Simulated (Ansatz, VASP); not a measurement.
## Two plane-wave programs on BP

```
P B
1.0
     3.19624    0.00000    0.00000
    -1.59812    2.76803    0.00000
     0.00000    0.00000   26.09132
P B
5 5
Direct
  0.00000 0.00000 0.28745
  0.33333 0.66667 0.38747
  0.66667 0.33333 0.48750
  0.00000 0.00000 0.58752
  0.33333 0.66667 0.68754
  0.33333 0.66667 0.31246
  0.66667 0.33333 0.41248
  0.00000 0.00000 0.51250
  0.33333 0.66667 0.61253
  0.66667 0.33333 0.71255
```

Alike in both runs: task single point; functional PBEsol; k mesh 9 × 9 × 1; occupations gaussian, width 0.05 eV; no spin polarisation.

|  | VASP | Ansatz |
| --- | --- | --- |
| version | VASP 6.6.1 | Ansatz 0.2.0 |
| potentials or method | VASP PAW PBE potentials, release 64 (P, B) | scalar-relativistic, plane waves, PAW |
| plane-wave cutoff (eV) | 520 | 550 |
| valence electrons in the cell | 40 | 40 |

Ansatz gave:

```
gap on the k mesh at the Fermi level (eV)  : none
rms of the force components (eV/Å)         : 0.639
work function, face that differs most (eV) : 4.77
```

What did VASP give for the same quantities?

gap on the k mesh at the Fermi level (eV): none; rms of the force components (eV/Å): 0.638; work function, face that differs most (eV): 4.69.

A gap of «none» marks a metal or a gap that the smearing closes.

Caveats: the PAW data sets were made with another functional, which shifts forces and pressure a little (VASP).
